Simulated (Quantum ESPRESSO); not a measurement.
# CoO (R3m) in Quantum ESPRESSO: single point with PBE

Aim: the single point of CoO with PBE.

Everything below comes from runs of Quantum ESPRESSO 7.5. Logs are shortened: lines on timing, memory, paths and dates and some standing lists are left out, and cuts for length are marked.

## 1. The crystal as given

The structure is trigonal, space group R3m (No. 160). The conventional cell has a = 3.204 Å, b = 3.204 Å, c = 7.699 Å, α = 90.00°, β = 90.00°, γ = 120.00°. Co (site symmetry 3m) has 4 O at 1.91 to 1.96 Å as nearest neighbours. O (site symmetry 3m) is surrounded by 4 Co at 1.91 to 1.96 Å.

Measurements of this composition are mostly on another form, of space group No. 225.

## 2. Single point, PBE, collinear spin, ferromagnetic start

Contents of run.py:

```python
import numpy as np
from ase.calculators.espresso import Espresso, EspressoProfile
import spglib
from ase import Atoms
from ase.io import read

atoms = read('CoO.cif')
cell, pos, num = spglib.standardize_cell((atoms.cell[:], atoms.get_scaled_positions(), atoms.numbers), to_primitive=True, symprec=1e-4)
atoms = Atoms(numbers=num, cell=cell, scaled_positions=pos, pbc=True)
start = {'Co': 2.0, 'O': 0.0}
atoms.set_initial_magnetic_moments([start[e] for e in atoms.get_chemical_symbols()])

input_data = {
    'control': {'calculation': 'scf', 'prefix': 'pwscf', 'outdir': './tmp', 'tprnfor': True, 'tstress': True, 'disk_io': 'nowf'},
    'system': {'ecutwfc': 55.0, 'ecutrho': 440.0, 'nbnd': 21, 'occupations': 'smearing', 'smearing': 'fd', 'degauss': 0.00367493, 'nspin': 2},
    'electrons': {'conv_thr': 4e-10, 'electron_maxstep': 120, 'mixing_beta': 0.3},
}
pseudopotentials = {'Co': 'Co_pbe_v1.2.uspp.F.UPF', 'O': 'O.pbe-n-kjpaw_psl.0.1.UPF'}
profile = EspressoProfile(command='pw.x', pseudo_dir='pseudo')
dft = Espresso(profile=profile, input_data=input_data, pseudopotentials=pseudopotentials, kpts=(10, 10, 10), koffset=(0, 0, 0))
atoms.calc = dft

print(f'energy {atoms.get_potential_energy():.8f} eV')
print('forces (eV/A)')
print(np.round(atoms.get_forces(), 6))
print('stress (eV/A^3, Voigt)')
print(np.round(atoms.get_stress(), 8))
print(f'Fermi level {dft.get_fermi_level():.4f} eV')
```

Contents of CoO.cif:

```cif
data_CoO
_cell_length_a 3.20443968
_cell_length_b 3.20443968
_cell_length_c 7.69941267
_cell_angle_alpha 90.00000000
_cell_angle_beta 90.00000000
_cell_angle_gamma 120.00000000
_space_group_name_H-M_alt 'R3m'
_space_group_name_Hall 'R 3 -2"'
_space_group_IT_number 160
loop_
_space_group_symop_operation_xyz
'x,y,z'
'-y,x-y,z'
'-x+y,-x,z'
'-y,-x,z'
'-x+y,y,z'
'x,x-y,z'
'x+2/3,y+1/3,z+1/3'
'-y+2/3,x-y+1/3,z+1/3'
'-x+y+2/3,-x+1/3,z+1/3'
'-y+2/3,-x+1/3,z+1/3'
'-x+y+2/3,y+1/3,z+1/3'
'x+2/3,x-y+1/3,z+1/3'
'x+1/3,y+2/3,z+2/3'
'-y+1/3,x-y+2/3,z+2/3'
'-x+y+1/3,-x+2/3,z+2/3'
'-y+1/3,-x+2/3,z+2/3'
'-x+y+1/3,y+2/3,z+2/3'
'x+1/3,x-y+2/3,z+2/3'
loop_
_atom_site_label
_atom_site_type_symbol
_atom_site_symmetry_multiplicity
_atom_site_Wyckoff_symbol
_atom_site_fract_x
_atom_site_fract_y
_atom_site_fract_z
_atom_site_occupancy
Co1 Co 3 a 0.3333333333 0.6666666667 0.6656449867 1
O1 O 3 a 0.3333333333 0.6666666667 0.4176876967 1
```

Potentials or basis: SSSP 1.3 efficiency PBE.

On the command line:

```bash
$ OMP_NUM_THREADS=2 python run.py
```

What it wrote:

```text
energy -4627.43223946 eV
forces (eV/A)
[[ 0.        0.        0.264903]
 [-0.       -0.       -0.264903]]
stress (eV/A^3, Voigt)
[ 0.0097995   0.0097995  -0.02519149 -0.         -0.         -0.        ]
Fermi level 11.0433 eV
```

espresso.pwi:

```text
&CONTROL
   calculation      = 'scf'
   tstress          = .true.
   tprnfor          = .true.
   outdir           = './tmp'
   prefix           = 'pwscf'
   disk_io          = 'nowf'
   pseudo_dir       = 'pseudo'
/
&SYSTEM
   nbnd             = 21
   ecutwfc          = 55.0
   ecutrho          = 440.0
   occupations      = 'smearing'
   degauss          = 0.00367493
   smearing         = 'fd'
   nspin            = 2
   starting_magnetization(1) = 2.0
   starting_magnetization(2) = 0.0
   ntyp             = 2
   nat              = 2
   ibrav            = 0
/
&ELECTRONS
   electron_maxstep = 120
   conv_thr         = 4e-10
   mixing_beta      = 0.3
/
&IONS
/
&CELL
/
&FCP
/
&RISM
/
ATOMIC_SPECIES
Co  58.933194 Co_pbe_v1.2.uspp.F.UPF
O  15.999 O.pbe-n-kjpaw_psl.0.1.UPF

K_POINTS automatic
10 10 10  0 0 0

CELL_PARAMETERS angstrom
1.60221984000000 0.92504205592496 2.56647089000000
-1.60221984000000 0.92504205592496 2.56647089000000
0.00000000000000 -1.85008411184992 2.56647089000000

ATOMIC_POSITIONS angstrom
Co  -0.0000000000 0.0000000000 7.6915463341  
O  0.0000000000 -0.0000000000 5.7824208338
```

espresso.pwo:

```text
This program is part of the open-source Quantum ESPRESSO suite
     for quantum simulation of materials; please cite
         "P. Giannozzi et al., J. Phys.:Condens. Matter 21 395502 (2009);
         "P. Giannozzi et al., J. Phys.:Condens. Matter 29 465901 (2017);
         "P. Giannozzi et al., J. Chem. Phys. 152 154105 (2020);
     in publications or presentations arising from this work. More details at

Warning: card &CELL ignored
Warning: card &FCP ignored
Warning: card &RISM ignored

     file O.pbe-n-kjpaw_psl.0.1.UPF: wavefunction(s)  2P renormalized
     Message from routine setup:
     using ibrav=0 with symmetry is DISCOURAGED, use correct ibrav instead

     G-vector sticks info
     --------------------
     sticks:   dense  smooth     PW     G-vecs:    dense   smooth      PW
     Sum        1087     551    185                23979     8495    1621

     Using Slab Decomposition

     bravais-lattice index     =            0
     lattice parameter (alat)  =       5.9787  a.u.
     unit-cell volume          =     154.0167 (a.u.)^3
     number of atoms/cell      =            2
     number of atomic types    =            2
     number of electrons       =        23.00
     number of Kohn-Sham states=           21
     kinetic-energy cutoff     =      55.0000  Ry
     charge density cutoff     =     440.0000  Ry
     scf convergence threshold =      4.0E-10
     mixing beta               =       0.3000
     number of iterations used =            8  plain     mixing
     Exchange-correlation= SLA  PW   PBX  PBC
                           (   1   4   3   4   0   0   0)

     celldm(1)=   5.978702  celldm(2)=   0.000000  celldm(3)=   0.000000
     celldm(4)=   0.000000  celldm(5)=   0.000000  celldm(6)=   0.000000

     crystal axes: (cart. coord. in units of alat)
               a(1) = (   0.506424   0.292384   0.811201 )
               a(2) = (  -0.506424   0.292384   0.811201 )
               a(3) = (   0.000000  -0.584768   0.811201 )

     reciprocal axes: (cart. coord. in units 2 pi/alat)
               b(1) = (  0.987315  0.570027  0.410914 )
               b(2) = ( -0.987315  0.570027  0.410914 )
               b(3) = (  0.000000 -1.140054  0.410914 )
[... 20 lines left out ...]
     Using radial grid of 1095 points,  4 beta functions with:
                l(1) =   0
                l(2) =   0
                l(3) =   1
                l(4) =   1
     Q(r) pseudized with 0 coefficients

     atomic species   valence    mass     pseudopotential
     Co               17.00    58.93319     Co( 1.00)
     O                 6.00    15.99900     O ( 1.00)

     Starting magnetic structure
     atomic species   magnetization
     Co              0.118
     O               0.000

      6 Sym. Ops. (no inversion) found

   Cartesian axes

     site n.     atom                  positions (alat units)
         1        Co     tau(   1) = (  -0.0000000   0.0000000   2.4311158  )
         2        O      tau(   2) = (   0.0000000  -0.0000000   1.8276864  )

     number of k points=   116  Fermi-Dirac smearing, width (Ry)=  0.0037

     Number of k-points >= 100: set verbosity='high' to print them.

     Dense  grid:    23979 G-vectors     FFT dimensions: (  40,  40,  40)

     Smooth grid:     8495 G-vectors     FFT dimensions: (  30,  30,  30)

     Check: negative core charge=   -0.000024
     Generating pointlists ...
     new r_m :   0.2489 (alat units)  1.4882 (a.u.) for type    1
     new r_m :   0.2489 (alat units)  1.4882 (a.u.) for type    2

     Initial potential from superposition of free atoms

     starting charge      22.0000, renormalised to      23.0000
     Starting wfcs are   17 randomized atomic wfcs +    4 random wfcs

     Self-consistent Calculation

     iteration #  1     ecut=    55.00 Ry     beta= 0.30
     Davidson diagonalization with overlap
     ethr =  1.00E-02,  avg # of iterations =  5.7

     total energy              =    -337.47078747 Ry
     estimated scf accuracy    <       8.26868658 Ry
[... 154 lines left out ...]
     iteration # 17     ecut=    55.00 Ry     beta= 0.30
     Davidson diagonalization with overlap
     ethr =  2.37E-12,  avg # of iterations =  2.0

     Magnetic moment per site  (integrated on atomic sphere of radius R)
     atom   1 (R=0.249)  charge= 14.1122  magn=  2.3266
     atom   2 (R=0.249)  charge=  5.2713  magn=  0.3341

     End of self-consistent calculation

     Number of k-points >= 100: set verbosity='high' to print the bands.

     the Fermi energy is    11.0433 ev

!    total energy              =    -340.11002618 Ry
     estimated scf accuracy    <          2.3E-10 Ry
     smearing contrib. (-TS)   =      -0.00128194 Ry
     internal energy E=F+TS    =    -340.10874424 Ry

     The total energy is F=E-TS. E is the sum of the following terms:
     one-electron contribution =    -214.64712296 Ry
     hartree contribution      =     118.47524335 Ry
     xc contribution           =     -40.11413358 Ry
     ewald contribution        =    -194.30872890 Ry
     one-center paw contrib.   =      -9.51400215 Ry

     total magnetization       =     2.90 Bohr mag/cell
     absolute magnetization    =     2.91 Bohr mag/cell

     convergence has been achieved in  17 iterations

     Forces acting on atoms (cartesian axes, Ry/au):

     atom    1 type  1   force =     0.00000000    0.00000000    0.01030310
     atom    2 type  2   force =    -0.00000000   -0.00000000   -0.01030310

     Total force =     0.014571     Total SCF correction =     0.000005

     Computing stress (Cartesian axis) and pressure

          total   stress  (Ry/bohr**3)                   (kbar)     P=        2.99
  -0.00010673   0.00000000   0.00000000          -15.70        0.00        0.00
  -0.00000000  -0.00010673   0.00000000           -0.00      -15.70        0.00
   0.00000000   0.00000000   0.00027437            0.00        0.00       40.36

=------------------------------------------------------------------------------=
   JOB DONE.
=------------------------------------------------------------------------------=
```

Wall time 4.4 min (2 threads of Arm Neoverse V2, shared host); peak memory 0.2 GiB.

Results:

```
Free energy                                           : -4627.4326 eV
Pressure                                              : 0.3 GPa
Largest force                                         : 0.265 eV/Å
Band gap on the k mesh                                : none (metal or under the smearing width)
Net moment                                            : 2.90 μB per cell
Absolute moment                                       : 2.91 μB per cell
Site moments                                          : Co +2.33; O +0.33 μB
Valence electrons inside the program's atomic spheres : Co 14.11; O 5.27
```

Forces in eV/Å, atoms in the order of the input:
```
Co   0.000  0.000  0.265
O    0.000  0.000 -0.265
```

Levels at points of the mesh, in eV from the Fermi level:
Spin up:
| k point | band 9 | band 10 | band 11 | band 12 | band 13 | band 14 | band 15 | band 16 | band 17 | band 18 |
| --- | --- | --- | --- | --- | --- | --- | --- | --- | --- | --- |
| (0.00, 0.00, 0.00) | -2.62 | -2.62 | 0.01 | 0.14 | 0.14 | 0.29 | 13.86 | 13.86 | 14.44 | 19.94 |
| (0.00, 0.00, -0.50) | -2.64 | -2.52 | -2.52 | -0.68 | -0.63 | 5.59 | 6.82 | 13.38 | 13.73 | 17.37 |
| (0.00, -0.50, -0.50) | -3.31 | -2.32 | -1.98 | -1.88 | -1.82 | 5.08 | 9.80 | 10.95 | 14.01 | 14.32 |
| (-0.50, -0.50, -0.50) | -2.71 | -2.53 | -2.53 | -0.80 | -0.80 | 5.56 | 7.14 | 13.28 | 13.28 | 17.10 |
Spin down:
```csv
k point,band 8,band 9,band 10,band 11,band 12,band 13
"(0.00, 0.00, 0.00)",-5.02,-0.42,-0.42,0.52,2.55,2.55
"(0.00, 0.00, -0.50)",-4.82,-0.21,-0.20,0.20,1.70,1.74
"(0.00, -0.50, -0.50)",-4.53,-0.90,-0.03,0.10,0.85,0.93
"(-0.50, -0.50, -0.50)",-4.76,-0.18,-0.18,0.05,1.57,1.57
```

Caveat: a cell with one magnetic atom can't hold antiferromagnetic order, which such compounds often take; semilocal functionals often make such compounds metallic where correlation or magnetic order opens a gap, which also shifts bond lengths.

## 3. The reference run

An earlier run on the cell as given: functional PBE; potentials or basis SSSP 1.3 efficiency PBE; cutoff 748 eV; density cutoff 5987 eV; k mesh 10 × 10 × 10; occupations fermi-dirac, width 0.05 eV; collinear spin, ferromagnetic start; starting moments [2.0, 0.0] μB.

- Pressure: 0.3 GPa
- Largest force: 0.265 eV/Å
- Band gap on the k mesh: none (metal or under the smearing width)
- Net moment: 2.90 μB per cell
- Absolute moment: 2.91 μB per cell
- Site moments: Co +2.33; O +0.33 μB
- Valence electrons inside the program's atomic spheres: Co 14.11; O 5.27
